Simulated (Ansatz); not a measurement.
The cell was built from the zincblende type and relaxed in the same program; it needn't be a known or the stable phase. The listed cell was then made from it by scaling, straining or moving an atom.

An input for CuO: DFT, PBE, PAW with Ansatz's default frozen-core files, scalar-relativistic (Ansatz 0.2.0).

Command: `ansatz run input.yaml --threads 1 --pin off --max-ram 2048MiB --backend cpu --events-out ev --progress --plain --runs-dir out` The run took 11 s on 1 thread of Arm Neoverse V2, on a shared host, peak memory 0.44 GiB.

```yaml
crystal:
  lattice:
    - [0.0, 2.2165655752, 2.2618016073]
    - [2.2165655752, 0.0, 2.2618016073]
    - [2.2165655752, 2.2165655752, 0.0]
  atoms:
    - { symbol: Cu, position: [0.0, 0.0, 0.0] }
    - { symbol: O, position: [0.25, 0.25, 0.25] }
kpoints:
  mp_grid: { grid: [16, 16, 16] }
scf:
  occupations: { method: fermi_dirac, width: 0.05 }
hamiltonian:
  xc: pbe
  pseudopotentials: { kind: paw }
output:
  forces: true
  stress: true
  eigenvalues: true
  efg: { contact_densities: true }
```

The results part of the log:

```
SCF 1 converged in 7 iterations: F = -7190.962303 eV  dr2 = 5.48e-9
  greatest PAW one-centre occupation: 1.000 electrons in one spin orbital (limit 2), on the Cu atom at site 0 (counted from 0), in its partial waves of l = 0
SCF converged after 7 iterations
Free energy (F): -7190.962303 eV
Harris-Foulkes:  -7190.962303 eV  (|F-HF|=5.15e-9)
Internal energy: -7190.942642 eV  (E = F + TS)
E sigma→0 (E₀):  -7190.952472 eV
Entropy (-TS):   -0.019661 eV (-9.830 meV/atom)
Fermi energy:    10.448199 eV
--- Per-component energies (eV) ---
  E_band       = -462.729001
  E_kinetic    = 470.497200
  E_local      = -5096.077793  (includes V_loc(G=0)·N_el)
  E_nonlocal   = 439.515670
  E_hartree    = 2207.294208
  E_xc         = -161.567863
  E_vxc        = -207.381510  (∫ρ·V_xc dr)
  E_paw        = -1819.213638  (= ΣΔE_a)
  E_vpaw       = -483.879004  (= ΣTr[D̂ρ^β])
  E_aug_tail   = 0.002777  (compensation charges beyond the density's cutoff)
  E_ewald      = -3231.393203
  E_smearing   = -0.019661  (= −TS)
  E_closure    = -0.000000  (closes the sum)
  Σ components = -7190.962303   (vs F -7190.962303, Δ=0.00e0)
--- Forces (eV/Å), atoms counted from 1 ---
  atom   1  Cu     0.00000000    -0.00000000    -0.00000000
  atom   2  O     -0.00000000    -0.00000000     0.00000000
  max |Σ_I F_I| component: 1.21e-16 eV/Å
--- Stress (GPa, compression-positive) ---
        6.160275      -0.000000      -0.000000
       -0.000000       6.160275       0.000000
       -0.000000       0.000000       5.940356
  P = ⅓ Tr σ = 6.0870 GPa (60.870 kbar)
--- PAW observables at the nuclei: V_zz in 10²¹ V/m², potentials from the cell's mean, atoms counted from 1 ---
  atom   1  Cu V_zz =    +0.140230   η = 0.0000   by run symmetry: allowed
            electrostatic potential = -3756.116166 V   contact ρ = 147549.350017 e/Å³
  atom   2  O  V_zz =    +0.129490   η = 0.0000   by run symmetry: allowed
            electrostatic potential = -623.726727 V   contact ρ = 2158.262608 e/Å³
--- Band table (eV; the first three rows and the last of 349) ---
  k-point 0: bands = ["-101.7596", "-59.1461", "-59.1298", "-59.1298", "-8.8059", "5.2395", "5.2719", "5.2719", "8.2872", "8.3405", "11.2599", "11.3027", "11.3027", "11.4244", "24.9973", "24.9973", "25.0042"]
  k-point 1: bands = ["-101.7596", "-59.1463", "-59.1300", "-59.1298", "-8.7801", "5.1891", "5.2654", "5.2858", "8.2830", "8.3349", "10.9789", "11.2484", "11.2756", "11.8126", "24.5996", "25.0368", "25.0448"]
  k-point 2: bands = ["-101.7595", "-59.1467", "-59.1307", "-59.1300", "-8.7061", "5.0105", "5.2968", "5.3248", "8.2741", "8.3217", "10.6103", "11.1720", "11.1968", "12.3985", "23.6473", "25.1059", "25.1574"]
  k-point 348: bands = ["-101.7590", "-59.1543", "-59.1330", "-59.1330", "-7.8891", "3.9545", "6.0647", "6.0647", "7.9940", "8.5699", "8.9378", "9.2459", "9.2459", "16.3377", "20.6099", "22.1705", "25.6747"]
```
